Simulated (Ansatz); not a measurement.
MgO (CsCl type), relaxed with r2SCAN, was run in Ansatz under altered settings. All numbers are computed, without spin polarisation but where a row says otherwise.

```xyz
2
Lattice="2.6233 0.0000 0.0000 0.0000 2.6233 0.0000 0.0000 0.0000 2.6233" Properties=species:S:1:pos:R:3 pbc="T T T"
Mg    0.0000    0.0000    0.0000
O     1.3117    1.3117    1.3117
```

The base run's other keys:
```yaml
kpoints:
  mp_grid: { grid: [4, 4, 4] }
hamiltonian:
  xc: hse06
scf:
  occupations: { method: fixed }
  n_extra_bands: 4
```

It takes 12 iterations with 365 plane waves at 420 eV and 10 k points, and leaves a mean stress of -0.68 GPa. The gap over this mesh is 4.205 eV. It ran on 4 threads of Intel(R) Xeon(R) Processor @ 2.50GHz (Skylake/Cascade Lake) (shared host).

Outcomes, with energy and stress as changes against the base:
```tsv
setting	outcome	ΔF (meV/atom)	Δ mean stress (GPa)	gap on the mesh (eV)	iterations	wall time
PBE hybrid, exx coeff 0.3, omega 0.5 1/Å	converged	–	-0.2	3.734	12	14 s
PBE hybrid, exx coeff 0.15, omega 0.1 1/Å	converged	–	+2.6	3.770	10	11 s
PBE hybrid, exx coeff 0.05, unscreened	converged	–	+5.5	3.071	9	10 s
PBE hybrid, exx coeff 0.3, omega 0.2078 1/Å	converged	–	-1.3	4.536	10	12 s
kpoints.mp_grid.shift: [0, 0, 0.5]	converged, warned	-11.7	0.0	5.192	11	14 s
```
A dash marks a value that wasn't obtained or can't be compared. Stress is positive in compression. Its mean hides that meshes of lower symmetry stress the axes unequally. The base took 13 s.

- PBE hybrid, exx coeff 0.3, omega 0.5 1/Å. That is 30 % exact exchange, screened with ω = 0.5 1/Å, against HSE06's 25 % screened at 0.208 1/Å. The mean stress moves by -0.2 GPa and the gap on the mesh by -0.471 eV (to 3.734). Totals of different functionals aren't comparable.
- PBE hybrid, exx coeff 0.15, omega 0.1 1/Å. That is 15 % exact exchange, screened with ω = 0.1 1/Å, against HSE06's 25 % screened at 0.208 1/Å. The mean stress moves by +2.6 GPa and the gap on the mesh by -0.435 eV (to 3.770). Totals of different functionals aren't comparable. The program warns that on this mesh the truncation of the exchange isn't bounded, so part of the change can be an error of the mesh.
- PBE hybrid, exx coeff 0.05, unscreened. That is 5 % exact exchange, at all ranges, against HSE06's 25 % screened at 0.208 1/Å. The mean stress moves by +5.5 GPa and the gap on the mesh by -1.134 eV (to 3.071). Totals of different functionals aren't comparable.
- kpoints.mp_grid.shift: [0, 0, 0.5]. The free energy moves by -11.7 meV an atom, the mean stress by 0.0 GPa (single components by up to 0.3) and the gap on the mesh by +0.988 eV (to 5.192). The mesh breaks the crystal's symmetry, so the stress, and any force that symmetry no longer fixes, lose it too. The gap changes mostly because other points are sampled; a mesh that misses a band edge overestimates it. Warned: symmetry narrowed by mesh.

The program warns that its thresholds are loose for a hybrid's stress.

The meshes of the hybrids are coarse, so their gaps aren't converged to the digits shown.
